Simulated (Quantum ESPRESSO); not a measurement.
Sr under changes of volume

One of the cells (57.751 Å³/atom); the others are scaled copies at fixed shape and fractional positions:

```xyz
1
Lattice="-2.4350 2.4350 2.4350 2.4350 -2.4350 2.4350 2.4350 2.4350 -2.4350" Properties=species:S:1:pos:R:3 pbc="T T T"
Sr    0.0000    0.0000    0.0000
```

This isn't the form of Sr at room conditions, which is fcc.

```yaml
Program: Quantum ESPRESSO 7.5
Functional: PBE
Potentials_or_basis: SSSP 1.3 efficiency PBE
Cutoff: 748 eV
Density_cutoff: 5987 eV
k_mesh: 8 × 8 × 8
Occupations: fermi-dirac, width 0.05 eV
Spin: no spin polarisation
```

```tsv
volume (Å³/atom)	energy over the lowest point (meV/atom)	pressure (GPa)
54.286	0.00	-0.1
55.441	1.52	-0.3
56.596	4.72	-0.5
57.751	9.38	-0.7
58.906	15.34	-0.9
60.061	?	?
61.216	30.49	-1.1
```

**Question.** What does the run at 60.061 Å³/atom give?

**Answer.** Energy over the lowest point 22.42 meV/atom; pressure -1.0 GPa.

Worked out: A Birch-Murnaghan fit of order 3 (a polynomial in V^(-2/3)) to the other rows has its minimum at 53.93 Å³/atom, just outside them, with B0 = V·E''(V) = 12.9 GPa and B' = 5.1. It gives 22.42 meV/atom at 60.061 Å³/atom, against the run's 22.42, and -dE/dV = -1.1 GPa, against -1.0.

Energies are extrapolated to zero smearing.

Caveats: the cell was measured hot, at 901 K.
